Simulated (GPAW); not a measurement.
Crystal: CdS (Hawleyite).

```
CELL_PARAMETERS angstrom
0.00000 2.91650 2.91650
2.91650 0.00000 2.91650
2.91650 2.91650 0.00000
ATOMIC_POSITIONS crystal
Cd 0.00000 0.00000 0.00000
S 0.25000 0.25000 0.25000
```

Base run:

* Program: GPAW 26.7.0
* Functional: GLLB-SC
* Potentials or basis: the program's PAW data sets (release 1.2.1) made for this functional
* Cutoff: 600 eV
* Basis: pw
* k mesh: 6 × 6 × 6
* Occupations: fermi-dirac, width 0.05 eV
* Spin: no spin polarisation

Its results: band gap on the k mesh with the derivative discontinuity 2.36 eV.

Q: The run is repeated on the same cell with these changes: functional from GLLB-SC to TB-mBJ; potentials or basis from the program's PAW data sets (release 1.2.1) made for this functional to GPAW PAW data sets for LDA (gpaw-data 1.2.1). What comes out?

A: Band gap on the k mesh 2.61 eV, direct.

Caveats: a model potential gives levels but no total energy; the GLLB-SC gap is the Kohn-Sham gap of the path plus the derivative discontinuity (some runs).

A k mesh can miss the band edges.

Not every run made on this cell is shown here.
